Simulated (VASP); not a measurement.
Write the native input for VASP 6.6.1 that does the following.

```yaml
Task: relaxation of the atoms
Functional: r2SCAN
Potentials_or_basis: VASP PAW PBE potentials, release 64 (Sr_sv, Ti_sv, O)
Cutoff: 600 eV
k_mesh: 8 × 8 × 8
Occupations: gaussian, width 0.03 eV
Spin: no spin polarisation
Further_INCAR_settings: ALGO = Normal; EDIFF = 1e-07; IBRION = 2; EDIFFG = -0.01; NSW = 40
```

The structure of SrTiO3 (Tausonite) lies in POSCAR:

```
SrTiO3                                  
1.0
    3.9889255222      0.0000000000      0.0000000000
    0.0000000000      3.9889255222      0.0000000000
    0.0000000000      0.0000000000      3.9889255222
  Sr              Ti              O             
     1     1     3
Direct
     0.5000000000000000    0.5000000000000000    0.5000000000000000
     0.0000000000000000    0.0000000000000000    0.0000000000000000
     0.5000000000000000    0.0000000000000000    0.0000000000000000
     0.0000000000000000    0.5000000000000000    0.0000000000000000
     0.0000000000000000    0.0000000000000000    0.5000000000000000
```

The cell isn't the ideal one: a relaxed cell with its volume scaled by 1.06.

These files were run (other wordings do the same):

INCAR

```
  PREC = Accurate
  ENCUT = 600
  EDIFF = 1E-7
  ISMEAR = 0
  SIGMA = 0.03
  LREAL = False
  LASPH = True
  NELM = 80
  ALGO = Normal
  ISIF = 2
  LWAVE = False
  LCHARG = False
  METAGGA = R2SCAN
  LMIXTAU = True
  IBRION = 2
  NSW = 40
  EDIFFG = -0.01
```

KPOINTS

```
regular mesh
0
Gamma
  8 8 8
```

Potentials or basis: VASP PAW PBE potentials, release 64 (Sr_sv, Ti_sv, O).

Command:

```console
$ cat potpaw_PBE.64/Sr_sv/POTCAR potpaw_PBE.64/Ti_sv/POTCAR potpaw_PBE.64/O/POTCAR > POTCAR
$ mpirun -np 1 vasp_std > vasp.out
```

It gave:

```json
{
  "Pressure after relaxing": "-9.7 GPa",
  "Band gap on the k mesh": "2.13 eV, indirect (least direct gap 2.54 eV)"
}
```

Caveat: the relaxation stopped at its first step, so nothing moved; the PAW data sets were made with another functional, which shifts forces and pressure a little.

It took 3 min on 1 thread of Intel(R) Xeon(R) Platinum 8488C (Sapphire Rapids) (shared host), peak memory 0.24 GiB.
